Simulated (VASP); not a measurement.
# BaS (Fm-3m) in VASP: a series of runs

One crystal, BaS, is run at these levels: PBE; tasks: single point, relaxation of cell and atoms.

Program: VASP 6.6.1. These are calculated values, not measurements. Logs are shortened: lines on timing, memory, paths and dates and some standing lists are left out, and cuts for length are marked.

## Step 1: The cell of the first run

It takes space group Fm-3m (No. 225, cubic). Conventional cell: a = 6.430 Å, b = 6.430 Å, c = 6.430 Å, α = 90.00°, β = 90.00°, γ = 90.00°. Around Ba (site symmetry m-3m) lie 6 S at 3.22 Å. S (site symmetry m-3m) has 6 Ba at 3.22 Å as nearest neighbours.

## Step 2: Single point, PBE (cell and atoms relaxed from 1.08 times the given volume)

INCAR

```
SYSTEM = BaS
PREC     = Accurate       ! precision mode
ENCUT    = 520            ! plane-wave cutoff, eV
EDIFF    = 1E-6           ! SCF threshold, eV
ISMEAR   = -1             ! smearing method
SIGMA    = 0.02           ! smearing width, eV
LREAL    = .False.        ! projectors in reciprocal space
LASPH    = .True.         ! aspherical terms in the spheres
NELM     = 100            ! most SCF steps
ALGO     = Fast           ! electronic algorithm
ISIF     = 2              ! what is computed and relaxed
LWAVE    = .False.        ! write WAVECAR
LCHARG   = .False.        ! write CHGCAR
GGA      = PE             ! functional
NBANDS   = 15             ! bands
```

KPOINTS

```
Automatic mesh
0
Gamma
  7 7 7
  0 0 0
```

POSCAR

```
BaS
1.0
    0.0000000000      3.2150132266      3.2150132266
    3.2150132266      0.0000000000      3.2150132266
    3.2150132266      3.2150132266      0.0000000000
Ba S
1 1
Direct
    0.0000000000      0.0000000000      0.0000000000
    0.5000000000      0.5000000000      0.5000000000
```

Potentials or basis: VASP PAW PBE potentials, release 64 (Ba_sv, S).

The run is started by

```bash
cat potpaw_PBE.64/Ba_sv/POTCAR potpaw_PBE.64/S/POTCAR > POTCAR
mpirun -np 1 vasp_std > vasp.out
```

OUTCAR:

```text
SYSTEM = BaS
   PREC = Accurate
   ENCUT = 520
   EDIFF = 1E-6
   ISMEAR = -1
   LREAL = .False.
   LASPH = .True.
   NELM = 100
   ISIF = 2
   GGA = PE

 ion  position               nearest neighbor table
   1  0.000  0.000  0.000-   2 3.22   2 3.22   2 3.22   2 3.22   2 3.22   2 3.22
   2  0.500  0.500  0.500-   1 3.22   1 3.22   1 3.22   1 3.22   1 3.22   1 3.22

  LATTYP: Found a face centered cubic cell.
 ALAT       =     6.4300264532

  Lattice vectors:

 A1 = (   0.0000000000,   3.2150132266,   3.2150132266)
 A2 = (   3.2150132266,   0.0000000000,   3.2150132266)
 A3 = (   3.2150132266,   3.2150132266,   0.0000000000)

Analysis of symmetry for initial positions (statically):
=====================================================================
 Subroutine PRICEL returns:
 Original cell was already a primitive cell.

 Routine SETGRP: Setting up the symmetry group for a
 face centered cubic supercell.

 Subroutine GETGRP returns: Found 48 space group operations
 (whereof 48 operations were pure point group operations)
 out of a pool of 48 trial point group operations.

The static configuration has the point symmetry O_h .

Analysis of symmetry for dynamics (positions and initial velocities):
=====================================================================
 Subroutine PRICEL returns:
 Original cell was already a primitive cell.

 Routine SETGRP: Setting up the symmetry group for a
 face centered cubic supercell.

 Subroutine GETGRP returns: Found 48 space group operations
 (whereof 48 operations were pure point group operations)
 out of a pool of 48 trial point group operations.

The dynamic configuration has the point symmetry O_h .

 Subroutine INISYM returns: Found 48 space group operations
 (whereof 48 operations are pure point group operations),
 and found     1 'primitive' translations

----------------------------------------------------------------------------------------

                                     Primitive cell

  volume of cell :      66.4627

  direct lattice vectors                    reciprocal lattice vectors
     0.000000000  3.215013227  3.215013227    -0.155520356  0.155520356  0.155520356
     3.215013227  0.000000000  3.215013227     0.155520356 -0.155520356  0.155520356
     3.215013227  3.215013227  0.000000000     0.155520356  0.155520356 -0.155520356

  length of vectors
     4.546715308  4.546715308  4.546715308     0.269369157  0.269369157  0.269369157

  position of ions in fractional coordinates (direct lattice)
     0.000000000  0.000000000  0.000000000
     0.500000000  0.500000000  0.500000000

  ion indices of the primitive-cell ions
   primitive index   ion index
                 1           1
                 2           2

----------------------------------------------------------------------------------------

 KPOINTS: Automatic mesh

Automatic generation of k-mesh.
 Grid dimensions read from file:
 generate k-points for:    7    7    7

 Generating k-lattice:

  Cartesian coordinates                     Fractional coordinates (reciprocal lattice)
    -0.022217194  0.022217194  0.022217194     0.142857143  0.000000000  0.000000000
     0.022217194 -0.022217194  0.022217194     0.000000000  0.142857143  0.000000000
     0.022217194  0.022217194 -0.022217194     0.000000000  0.000000000  0.142857143

  Length of vectors
     0.038481308  0.038481308  0.038481308

  Shift w.r.t. Gamma in fractional coordinates (k-lattice)
     0.000000000  0.000000000  0.000000000

 Subroutine IBZKPT returns following result:
 ===========================================

 Found     20 irreducible k-points:

 Following reciprocal coordinates:
            Coordinates               Weight
  0.000000  0.000000  0.000000      1.000000
  0.142857  0.000000  0.000000      8.000000
  0.285714  0.000000  0.000000      8.000000
  0.428571  0.000000  0.000000      8.000000
  0.142857  0.142857  0.000000      6.000000
  0.285714  0.142857  0.000000     24.000000
[... 12 lines left out ...]
 -0.428571  0.428571  0.142857     24.000000
 -0.285714  0.428571  0.142857     24.000000
   k-points           NKPTS =     20   k-points in BZ     NKDIM =     20   number of bands    NBANDS=     15
   number of dos      NEDOS =    301   number of ions     NIONS =      2
   total plane-waves  NPLWV =  46656
   dimension x,y,z NGX =    36 NGY =   36 NGZ =   36
   dimension x,y,z NGXF=    72 NGYF=   72 NGZF=   72
   ions per type =               1   1
   NGX,Y,Z   is equivalent  to a cutoff of  13.16, 13.16, 13.16 a.u.
   NGXF,Y,Z  is equivalent  to a cutoff of  26.33, 26.33, 26.33 a.u.
 SYSTEM =  BaS
   PREC   = accura    normal or accurate (medium, high low for compatibility)
   ISTART =      0    job   : 0-new  1-cont  2-samecut
   ICHARG =      2    charge: 1-file 2-atom 10-const
   ISPIN  =      1    spin polarized calculation?
   LNONCOLLINEAR =      F non collinear calculations
   LSORBIT =      F    spin-orbit coupling
   LASPH  =      T    aspherical Exc in radial PAW
   ENCUT  =  520.0 eV  38.22 Ry    6.18 a.u.   8.45  8.45  8.45*2*pi/ulx,y,z
   NELM   =    100;   NELMIN=  2; NELMDL= -5     # of ELM steps
   EDIFF  = 0.1E-05   stopping-criterion for ELM
   LREAL  =      F    real-space projection
   EDIFFG = 0.1E-04   stopping-criterion for IOM
   NSW    =      0    number of steps for IOM
   IBRION =     -1    ionic relax: 0-MD 1-quasi-New 2-CG
   NFREE  =      0    steps in history (QN), initial steepest desc. (CG)
   ISIF   =      2    stress and relaxation
   ISYM   =      2    0-nonsym 1-usesym 2-fastsym
   POTIM  = 0.5000    time-step for ionic-motion
   TEBEG  =    0.0;   TEEND  =   0.0 temperature during run
   PSTRESS=    0.0 pullay stress
   NELECT =      16.0000    total number of electrons
   NUPDOWN=      -1.0000    fix difference up-down
   EMIN   =  10.00;   EMAX   =-10.00  energy-range for DOS
   EFERMI =   0.00;   METHOD = LEGACY
   ISMEAR =    -1;   SIGMA  =   0.02  broadening in eV -4-tet -1-fermi 0-gaus
   EFERMI_NEDOS =   21; number of points for ismear=-14 and -15
   IALGO  =     68    algorithm
   IMIX   =      4    mixing-type and parameters
     AMIX     =   0.40;   BMIX     =  1.00
     AMIX_MAG =   1.60;   BMIX_MAG =  1.00
  volume/ion in A,a.u.               =      33.23       224.26
  Fermi-wavevector in a.u.,A,eV,Ry     =   1.018409  1.924513 14.111365  1.037156
  Thomas-Fermi vector in A             =   2.151865
   LORBIT       =      0    0 simple, 1 ext, 2 COOP (PROOUT), +10 PAW based schemes
   GGA     = PE    functional components
   LHFCALC =     F    Hartree Fock is set to
   AEXX    =    0.0000 exact exchange contribution
   IVDW    =     0    specifies the selected vdW correction
   LEPSILON=     F    determine dielectric tensor
   LRPA    =     F    only Hartree local field effects (RPA)
 non-spin polarized calculation
 RMM-DIIS sequential band-by-band and
  energy-cutoff  :      520.00
  volume of cell :       66.46
 maximum number of plane-waves:      1814
 NGX is ok and might be reduce to    36
   NGX = 17   NGY = 17   NGZ = 17

 number of electron      16.0000002 magnetization

 Free energy of the ion-electron system (eV)
  ---------------------------------------------------
  ext. energy  EPLUGINS =         0.00000000
  ---------------------------------------------------
  free energy    TOTEN  =       -10.19279483 eV

  energy without entropy =      -10.19279483  energy(sigma->0) =      -10.19279483

 E-fermi :   1.7538     XC(G=0):  -8.5434

 val. band max:        1.3520599466   @ k =   0.0000   0.0000   0.0000
 cond. band min:       3.5499552652   @ k =   0.4286   0.4286   0.0000
 fundamental gap:      2.1978953187
 Fermi energy:         1.7538398912

 k-point     1 :       0.0000    0.0000    0.0000
  band No.  band energies     occupation
      1     -24.7867      2.00000
      2      -9.8444      2.00000
      3      -9.8444      2.00000
      4      -9.8444      2.00000
      5      -8.9779      2.00000
      6       1.3521      2.00000
      7       1.3521      2.00000
      8       1.3521      2.00000
      9       4.8549      0.00000
     10       5.2169      0.00000
     11       5.2169      0.00000
     12       5.2169      0.00000
     13       6.1220      0.00000
     14       6.1220      0.00000
     15      10.0517      0.00000

 k-point     2 :       0.1429    0.0000    0.0000
  band No.  band energies     occupation
      1     -24.7792      2.00000
      2     -10.1694      2.00000
      3      -9.8514      2.00000
      4      -9.8514      2.00000
      5      -8.6354      2.00000
      6       0.8516      2.00000
      7       1.0973      2.00000
      8       1.0973      2.00000
      9       5.2163      0.00000
     10       5.5128      0.00000
     11       5.5128      0.00000
     12       5.6131      0.00000
     13       6.6880      0.00000
     14       6.6880      0.00000
     15      10.8316      0.00000

 k-point     3 :       0.2857    0.0000    0.0000
  band No.  band energies     occupation
      1     -24.7621      2.00000
      2     -10.6064      2.00000
      3      -9.8668      2.00000
      4      -9.8668      2.00000
      5      -8.1566      2.00000
      6       0.0390      2.00000
      7       0.6400      2.00000
      8       0.6400      2.00000
      9       5.5664      0.00000
     10       6.3243      0.00000
     11       6.3243      0.00000
     12       6.9385      0.00000
     13       8.0494      0.00000
     14       8.0494      0.00000
     15      11.8074      0.00000
[... 271 lines left out ...]
 k-point    19 :      -0.4286    0.4286    0.1429
  band No.  band energies     occupation
      1     -24.7362      2.00000
      2     -10.3920      2.00000
      3     -10.0904      2.00000
      4     -10.0651      2.00000
      5      -8.5052      2.00000
      6       0.5015      2.00000
      7       0.7284      2.00000
      8       0.9997      2.00000
      9       4.3548      0.00000
     10       7.1065      0.00000
     11       7.4548      0.00000
     12       8.3707      0.00000
     13       8.5935      0.00000
     14       9.2982      0.00000
     15      10.6490      0.00000

 k-point    20 :      -0.2857    0.4286    0.1429
  band No.  band energies     occupation
      1     -24.7350      2.00000
      2     -10.4228      2.00000
      3     -10.1790      2.00000
      4     -10.0425      2.00000
      5      -8.3605      2.00000
      6       0.2395      2.00000
      7       0.7649      2.00000
      8       0.8223      2.00000
      9       5.2728      0.00000
     10       6.1650      0.00000
     11       7.6607      0.00000
     12       8.3395      0.00000
     13       8.4793      0.00000
     14      10.3518      0.00000
     15      11.4129      0.00000

------------------------ aborting loop because EDIFF is reached ----------------------------------------

  FORCE on cell =-STRESS in cart. coord.  units (eV):
  Direction    XX          YY          ZZ          XY          YZ          ZX
  --------------------------------------------------------------------------------------
  -------------------------------------------------------------------------------------
  Total        0.2130997      0.2130997      0.2130997      0.0000000      0.0000000     -0.0000000
  in kB        5.1370670      5.1370670      5.1370670      0.0000000      0.0000000     -0.0000000
  external PRESSURE =       5.1370670 kB  Pullay stress =       0.0000000 kB

 VOLUME and BASIS-vectors are now :
 -----------------------------------------------------------------------------
  energy-cutoff  :      520.00
  volume of cell :       66.46
      direct lattice vectors                 reciprocal lattice vectors
     0.000000000  3.215013227  3.215013227    -0.155520356  0.155520356  0.155520356
     3.215013227  0.000000000  3.215013227     0.155520356 -0.155520356  0.155520356
     3.215013227  3.215013227  0.000000000     0.155520356  0.155520356 -0.155520356

 POSITION                                       TOTAL-FORCE (eV/Angst)
 -----------------------------------------------------------------------------------
      0.00000      0.00000      0.00000         0.000000     -0.000000      0.000000
      3.21501      3.21501      3.21501        -0.000000      0.000000     -0.000000
 -----------------------------------------------------------------------------------
    total drift:                                0.000000      0.000000      0.000000

  FREE ENERGIE OF THE ION-ELECTRON SYSTEM (eV)
  ---------------------------------------------------
  free  energy   TOTEN  =       -10.1927948303 eV

  energy  without entropy=      -10.1927948303  energy(sigma->0) =      -10.19279483
```

Wall time 21 s (1 thread of Intel Xeon Platinum 8488C (Sapphire Rapids), shared host); peak memory 0.2 GiB.

What came out:

| Quantity | Value |
| --- | --- |
| Free energy | -10.1928 eV |
| Pressure | 0.5 GPa |
| Band gap on the k mesh | 2.20 eV, indirect (least direct gap 2.35 eV) |

Caveat: spin-orbit coupling is left out, which moves the levels of the heavy elements; an odd mesh through Γ misses points on the zone boundary, where band edges often lie.

## Step 3: Relaxation of cell and atoms, PBE (cell and atoms relaxed from 1.08 times the given volume)

INCAR

```
SYSTEM = BaS
ALGO = Normal ; EDIFF = 1E-6
EDIFFG = -0.005 ; ENCUT = 600
GGA = PE ; IBRION = 2
ISIF = 3 ; ISMEAR = -1
LASPH = .TRUE. ; LCHARG = .FALSE.
LREAL = .FALSE. ; LWAVE = .FALSE.
NELM = 100 ; NSW = 100
PREC = Accurate ; SIGMA = 0.02
```

KPOINTS

```
k-points
0
G
  7 7 7
  0 0 0
```

POSCAR

```
BaS
1.0
    0.0000000000      3.2767414078      3.2767414078
    3.2767414078      0.0000000000      3.2767414078
    3.2767414078      3.2767414078      0.0000000000
Ba S
1 1
Direct
    0.0000000000      0.0000000000      0.0000000000
    0.5000000000      0.5000000000      0.5000000000
```

Potentials or basis: VASP PAW PBE potentials, release 64 (Ba_sv, S).

The run is started by

```bash
cat potpaw_PBE.64/Ba_sv/POTCAR potpaw_PBE.64/S/POTCAR > POTCAR
mpirun -np 1 vasp_std > vasp.out
```

OUTCAR:

```text
SYSTEM = BaS
   EDIFF = 1E-6
   EDIFFG = -0.005
   ENCUT = 600
   GGA = PE
   IBRION = 2
   ISIF = 3
   ISMEAR = -1
   LASPH = .TRUE.
   LREAL = .FALSE.
   NELM = 100
   NSW = 100
   PREC = Accurate

 ion  position               nearest neighbor table
   1  0.000  0.000  0.000-   2 3.28   2 3.28   2 3.28   2 3.28   2 3.28   2 3.28
   2  0.500  0.500  0.500-   1 3.28   1 3.28   1 3.28   1 3.28   1 3.28   1 3.28

  LATTYP: Found a face centered cubic cell.
 ALAT       =     6.5534828156

  Lattice vectors:

 A1 = (   0.0000000000,   3.2767414078,   3.2767414078)
 A2 = (   3.2767414078,   0.0000000000,   3.2767414078)
 A3 = (   3.2767414078,   3.2767414078,   0.0000000000)

Analysis of symmetry for initial positions (statically):
=====================================================================
 Subroutine PRICEL returns:
 Original cell was already a primitive cell.

 Routine SETGRP: Setting up the symmetry group for a
 face centered cubic supercell.

 Subroutine GETGRP returns: Found 48 space group operations
 (whereof 48 operations were pure point group operations)
 out of a pool of 48 trial point group operations.

The static configuration has the point symmetry O_h .

Analysis of symmetry for dynamics (positions and initial velocities):
[... 152 lines left out ...]
  ext. energy  EPLUGINS =         0.00000000
  ---------------------------------------------------
  free energy    TOTEN  =       -10.17819755 eV

  energy without entropy =      -10.17819755  energy(sigma->0) =      -10.17819755

------------------------ aborting loop because EDIFF is reached ----------------------------------------

  FORCE on cell =-STRESS in cart. coord.  units (eV):
  Direction    XX          YY          ZZ          XY          YZ          ZX
  --------------------------------------------------------------------------------------
  -------------------------------------------------------------------------------------
  Total       -0.7320759     -0.7320759     -0.7320759     -0.0000000     -0.0000000      0.0000000
  in kB      -16.6690242    -16.6690242    -16.6690242     -0.0000000     -0.0000000      0.0000000
  external PRESSURE =     -16.6690242 kB  Pullay stress =       0.0000000 kB
[... 59 lines left out ...]
--------------------------------------- Ionic step        3  -------------------------------------------

 number of electron      16.0000000 magnetization

 Free energy of the ion-electron system (eV)
  ---------------------------------------------------
  ext. energy  EPLUGINS =         0.00000000
  ---------------------------------------------------
  free energy    TOTEN  =       -10.19479712 eV

  energy without entropy =      -10.19479712  energy(sigma->0) =      -10.19479712

 E-fermi :   1.7286     XC(G=0):  -8.4921

 val. band max:        1.2890870539   @ k =   0.0000   0.0000   0.0000
 cond. band min:       3.5058841819   @ k =   0.4286   0.4286   0.0000
 fundamental gap:      2.2167971280
 Fermi energy:         1.7286073890

 k-point     1 :       0.0000    0.0000    0.0000
  band No.  band energies     occupation
      1     -24.8892      2.00000
      2      -9.9493      2.00000
      3      -9.9493      2.00000
      4      -9.9493      2.00000
      5      -9.0219      2.00000
      6       1.2891      2.00000
      7       1.2891      2.00000
      8       1.2891      2.00000
      9       4.7336      0.00000
     10       5.1511      0.00000
     11       5.1511      0.00000
     12       5.1511      0.00000
[... 312 lines left out ...]
  FREE ENERGIE OF THE ION-ELECTRON SYSTEM (eV)
  ---------------------------------------------------
  free  energy   TOTEN  =       -10.1947971186 eV

  energy  without entropy=      -10.1947971186  energy(sigma->0) =      -10.19479712

 reached required accuracy - stopping structural energy minimisation
```

OSZICAR:

```text
N       E                     dE             d eps       ncg     rms          rms(c)
DAV:   1     0.975405735992E+02    0.97541E+02   -0.73087E+03   480   0.128E+03
DAV:   2    -0.390034267161E+01   -0.10144E+03   -0.94901E+02   664   0.198E+02
DAV:   3    -0.105136450769E+02   -0.66133E+01   -0.65633E+01   620   0.571E+01
[... 24 lines left out ...]
DAV:   3    -0.101947931475E+02    0.12108E-02   -0.36522E-03   700   0.434E-01    0.935E-02
DAV:   4    -0.101947872707E+02    0.58768E-05   -0.13739E-04   744   0.895E-02    0.563E-02
DAV:   5    -0.101947981299E+02   -0.10859E-04   -0.54011E-05   756   0.521E-02    0.250E-02
DAV:   6    -0.101947971273E+02    0.10026E-05   -0.35014E-06   676   0.157E-02    0.168E-03
DAV:   7    -0.101947971186E+02    0.86718E-08   -0.23490E-07   288   0.427E-03
   3 F= -.10194797E+02 E0= -.10194797E+02  d E =-.165996E-01
```

It took 44 s on 1 thread of Intel Xeon Platinum 8488C (Sapphire Rapids), shared host; peak memory 0.24 GiB.

What came out:

- Free energy: -10.1948 eV
- Relaxed volume: 33.65 Å³/atom
- Relaxed cell: a = 4.566 Å, b = 4.566 Å, c = 4.566 Å, α = 60.00°, β = 60.00°, γ = 60.00°
- Space group after relaxing (to 0.05 Å): Fm-3m (No. 225)
- Energy gained by relaxing: 8.3 meV/atom
- Ionic steps: 3
- Pressure after relaxing: 0.0 GPa
- Band gap on the k mesh: 2.22 eV, indirect (least direct gap 2.38 eV)

The path:
```csv
step,energy change (eV),largest force (eV/Å),pressure (GPa),volume (Å³)
1,0.0000,0.0000,-1.67,70.36
2,-0.0159,0.0000,0.38,66.70
3,-0.0166,0.0000,0.00,67.30
```

Final structure:
```
CELL_PARAMETERS angstrom
0.00000 3.22840 3.22840
3.22840 0.00000 3.22840
3.22840 3.22840 0.00000
ATOMIC_POSITIONS crystal
Ba 0.00000 0.00000 0.00000
S 0.50000 0.50000 0.50000
```

Caveat: spin-orbit coupling is left out, which moves the levels of the heavy elements; an odd mesh through Γ misses points on the zone boundary, where band edges often lie.
